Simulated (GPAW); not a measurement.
## W: single point with PBE

Crystal: W.

```
W
1.0
    -1.58234    1.58234    1.58234
     1.58234   -1.58234    1.58234
     1.58234    1.58234   -1.58234
W
1
Direct
  0.00000 0.00000 0.00000
```

```
Program             : GPAW 26.7.0
Task                : single point
Functional          : PBE
Potentials or basis : GPAW PAW data sets (gpaw-data 1.2.1)
Cutoff              : 600 eV
Basis               : pw
k mesh              : 12 × 12 × 12
Occupations         : gaussian, width 0.023 eV
Spin                : no spin polarisation
Maxiter             : 150
```

The pressure is 5.8 GPa. The band gap on the k mesh is none (metal or under the smearing width).

Levels at points of the mesh, in eV from the Fermi level:
| k point | band 3 | band 4 | band 5 | band 6 | band 7 | band 8 | band 9 | band 10 | band 11 | band 12 |
| --- | --- | --- | --- | --- | --- | --- | --- | --- | --- | --- |
| (0.00, 0.00, 0.00) | -37.70 | -37.70 | -9.46 | -1.11 | -1.11 | -1.11 | 2.35 | 2.35 | 14.91 | 14.91 |
| (0.50, 0.50, 0.00) | -38.11 | -37.70 | -6.13 | -3.44 | 0.79 | 2.26 | 3.23 | 6.26 | 11.22 | 11.74 |
| (0.50, 0.50, 0.50) | -38.59 | -38.59 | -5.71 | -5.71 | 5.27 | 5.27 | 5.27 | 8.38 | 8.38 | 8.38 |

Wall time 11 s on 1 thread of Arm Neoverse V1, with other jobs on the host, peak memory 0.14 GiB.

The run has no spin-orbit coupling, so splittings on W are missing.
